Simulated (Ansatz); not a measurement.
LiF (CsCl type) (r2SCAN geometry), in Ansatz:

Space group Pm-3m (No. 221). a = 2.516 Å, b = 2.516 Å, c = 2.516 Å, α = 90.00°, β = 90.00°, γ = 90.00°

| atom | site | symmetry | x | y | z |
| --- | --- | --- | --- | --- | --- |
| Li | 1a | m-3m | 0.0000 | 0.0000 | 0.0000 |
| F | 1b | m-3m | 0.5000 | 0.5000 | 0.5000 |

G0W0@PBE with 59 empty bands, a screening cutoff of 140 eV and a 6×6×6 mesh (PAW, contour deformation) gives 11.743 eV over the mesh points, from a PBE gap of 7.935 eV; it sums over 64 bands with 57 plane waves in the screening and a wave cutoff of 420 eV. G0W0 values are finite-basis, finite-mesh values. All values are calculated for a non-magnetic cell, which may be hypothetical.

(1) Estimate the gap with potentials of the kind norm-conserving, with them a wave cutoff of 1320 eV.

(2) Another run gave a Kohn-Sham gap of 7.935 eV and a G0W0 gap of 11.747 eV, summing over 64 bands with 57 plane waves in the screening and a wave cutoff of 420 eV. What was changed?

(3) Estimate the gap with empty bands 110, screening cutoff 210 eV.

Results:

(1) 11.716 eV (-0.027 eV), from a Kohn-Sham gap of 7.913 eV.

(2) Frequency model Godby-Needs pole. Only the quasiparticle gap differs.

(3) 11.928 eV (+0.185 eV), from a Kohn-Sham gap of 7.935 eV.
